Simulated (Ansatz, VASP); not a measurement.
# One calculation of Bi, two programs

```xyz
2
Lattice="0.0000 3.2195 3.2195 3.2195 0.0000 3.2195 3.2195 3.2195 0.0000" Properties=species:S:1:pos:R:3 pbc="T T T"
Bi    0.0000    0.0000    0.0000
Bi    1.6098    1.6098    1.6098
```

Alike in both runs: task relaxation of cell and atoms; functional PBE; k mesh 10 × 10 × 10; occupations fermi-dirac, width 0.05 eV; no spin polarisation.

```csv
,VASP,Ansatz
version,VASP 6.6.1,Ansatz 0.2.0
potentials or method,"VASP PAW PBE potentials, release 64 (Bi_d)","PAW with Ansatz's earlier generated frozen-core files (soft_1), scalar-relativistic"
plane-wave cutoff (eV),600,420
valence electrons in the cell,30,30
```

Ansatz gave:

- relaxed volume (Å³/atom): 48.36
- relaxed cell length with the largest relative difference (Å): 5.152
- energy change over the relaxation (meV/atom): -811

Question: Which values does VASP return?

Answer: Relaxed volume (Å³/atom): 48.38; relaxed cell length with the largest relative difference (Å): 5.153; energy change over the relaxation (meV/atom): -805.

Caveats: the volume moved by over 15 % at a fixed basis, so the end points are rough (VASP).
